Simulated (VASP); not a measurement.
Write the native input for VASP 6.6.1 that does the following.

```yaml
Task: relaxation of the atoms
Functional: LDA
Potentials_or_basis: VASP PAW LDA potentials, release 64 (Zn)
Cutoff: 520 eV
k_mesh: 8 × 8 × 1
Occupations: fermi-dirac, width 0.05 eV
Spin: no spin polarisation
Dipole_correction: yes
Atoms_held_fixed_from_0: "[0, 1, 2]"
Further_INCAR_settings: ALGO = Fast; EDIFF = 1e-07; IBRION = 2; EDIFFG = -0.02; NSW = 60
```

The structure of Zn lies in POSCAR:

```
Zn
1.0
    2.6647980532      0.0000000000      0.0000000000
   -1.3323990266      2.3077828100      0.0000000000
    0.0000000000      0.0000000000     29.8401000000
Zn
7
Selective dynamics
Direct
    0.6666666667      0.3333333334      0.2513396403  F F F
    0.3333333333      0.6666666666      0.3342264269  F F F
    0.6666666667      0.3333333334      0.4171132134  F F F
    0.3333333333      0.6666666666      0.5000000000  T T T
    0.6666666667      0.3333333334      0.5828867866  T T T
    0.3333333333      0.6666666666      0.6657735731  T T T
    0.6666666667      0.3333333334      0.7486603597  T T T
```

The slab is cut from a database's or a generator's crystal, which needn't be the stable form of the element.

The input as run:

INCAR

```
SYSTEM = Zn
ALGO = Fast ; DIPOL = 0.5 0.5 0.500
EDIFF = 1E-7 ; EDIFFG = -0.02
ENCUT = 520 ; GGA = CA
IBRION = 2 ; IDIPOL = 3
ISIF = 2 ; ISMEAR = -1
LASPH = .TRUE. ; LCHARG = .FALSE.
LDIPOL = .TRUE. ; LREAL = .FALSE.
LWAVE = .FALSE. ; NELM = 100
NSW = 60 ; PREC = Accurate
SIGMA = 0.05
```

KPOINTS

```
k-points
0
G
  8 8 1
  0 0 0
```

Potentials or basis: VASP PAW LDA potentials, release 64 (Zn).

Command:

```console
$ cat potpaw_LDA.64/Zn/POTCAR > POTCAR
$ mpirun -np 1 vasp_std > vasp.out
```

It gave:

| Item | Value |
| --- | --- |
| Energy gained by relaxing | 36.8 meV/atom |
| Ionic steps | 28 |
| Band gap on the k mesh | none (metal or under the smearing width) |

Run time: 47 min on 1 thread of Intel(R) Xeon(R) Platinum 8259CL CPU @ 2.50GHz (Skylake/Cascade Lake), with other jobs on the host, peak memory 0.26 GiB.
